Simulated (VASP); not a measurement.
A run of VASP 6.6.1:

INCAR

```
ALGO     = Normal         # electronic algorithm
EDIFF    = 1E-7           # SCF threshold, eV
EDIFFG   = -0.005         # ionic threshold
ENCUT    = 600            # plane-wave cutoff, eV
GGA      = PE             # functional
IBRION   = 2              # ionic algorithm
ISIF     = 3              # what is computed and relaxed
ISMEAR   = 0              # smearing method
IVDW     = 12             # dispersion correction
KPAR     = 8            
LASPH    = T              # aspherical terms in the spheres
LATTICE_CONSTRAINTS= .TRUE. .TRUE. .FALSE.
LCHARG   = F              # write CHGCAR
LREAL    = F              # projectors in reciprocal space
LWAVE    = F              # write WAVECAR
NELM     = 80             # most SCF steps
NSW      = 90             # ionic steps
PREC     = Accurate       # precision mode
SIGMA    = 0.03           # smearing width, eV
```

The input KPOINTS:

```
k-points
0
Gamma
  9 9 1
```

File POSCAR:

```
InSe                                    
1.0
    4.0331521166      0.0000000000      0.0000000000
   -2.0165760583      3.4928121953      0.0000000000
    0.0000000000      0.0000000000     48.6777120000
  Se              In            
     8     8
Direct
     0.0000000000000000    0.0000000000000000    0.1879424213051437
     0.0000000000000000    0.0000000000000000    0.2984851191543082
     0.6666666699999979    0.3333333300000021    0.3592610405747665
     0.6666666699999979    0.3333333300000021    0.4695318719324120
     0.3333333300000021    0.6666666699999979    0.5304130384162484
     0.3333333300000021    0.6666666699999979    0.6407031262002856
     0.0000000000000000    0.0000000000000000    0.7015381808824840
     0.0000000000000000    0.0000000000000000    0.8120389387315112
     0.6666666699999979    0.3333333300000021    0.2145278885451569
     0.6666666699999979    0.3333333300000021    0.2719638336930786
     0.3333333300000021    0.6666666699999979    0.3856803535942511
     0.3333333300000021    0.6666666699999979    0.4430625919828378
     0.0000000000000000    0.0000000000000000    0.5568489725853650
     0.0000000000000000    0.0000000000000000    0.6142431626581975
     0.6666666699999979    0.3333333300000021    0.7280221879030366
     0.6666666699999979    0.3333333300000021    0.7854598618409276
```

Potentials or basis: VASP PAW PBE potentials, release 64 (Se, In_d).

Launch:

```console
$ cat potpaw_PBE.64/Se/POTCAR potpaw_PBE.64/In_d/POTCAR > POTCAR
$ mpirun -np 8 vasp_std > vasp.out
```

Hardware: 8 MPI ranks on Intel(R) Xeon(R) 6975P-C (Granite Rapids) (shared host).

**Question.** How long does it take, and how much memory?

**Answer.** Run time: 11 min on 8 MPI ranks on Intel(R) Xeon(R) 6975P-C (Granite Rapids), with other jobs on the host, peak memory 1.3 GiB a rank. Counts: scf iterations 46, k points 12, ion steps 4.
